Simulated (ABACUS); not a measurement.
GaP:

```
Ga P
1.0
     0.00000    2.72525    2.72525
     2.72525    0.00000    2.72525
     2.72525    2.72525    0.00000
Ga P
1 1
Cartesian
  0.0000 0.0000 0.0000
  4.0879 4.0879 4.0879
```

Base run:

| Item | Value |
| --- | --- |
| Program | ABACUS 3.10.1 |
| Functional | rPW86PBE |
| Potentials or basis | PseudoDojo NC SR 0.4.1 PBE standard |
| Cutoff | 1102 eV |
| Density cutoff | 4408 eV |
| Basis | plane waves |
| k mesh | 6 × 6 × 6 |
| Occupations | fermi-dirac, width 0.05 eV |
| Spin | no spin polarisation |

Its results: band gap on the k mesh 1.67 eV, indirect (least direct gap 1.76 eV); pressure 4.9 GPa.

**Question.** After a change of settings the same cell gave: band gap on the k mesh 1.66 eV, indirect (least direct gap 1.71 eV); pressure 6.1 GPa. Which change was it?
A. functional from rPW86PBE to PBEsol; potentials or basis from PseudoDojo NC SR 0.4.1 PBE standard to GBRV ultrasoft 1.5 PBE; cutoff from 1102 eV to 544 eV; density cutoff from 4408 eV to 4354 eV; valence electrons from 18 to 24
B. functional from rPW86PBE to B86bPBE; potentials or basis from PseudoDojo NC SR 0.4.1 PBE standard to GBRV ultrasoft 1.5 PBE; cutoff from 1102 eV to 544 eV; density cutoff from 4408 eV to 4354 eV; valence electrons from 18 to 24
C. functional from rPW86PBE to BLYP; potentials or basis from PseudoDojo NC SR 0.4.1 PBE standard to PseudoDojo NC SR 0.5 PBE standard

**Answer.** C.

Caveats: the potentials were made for another functional, which shifts forces and pressure.
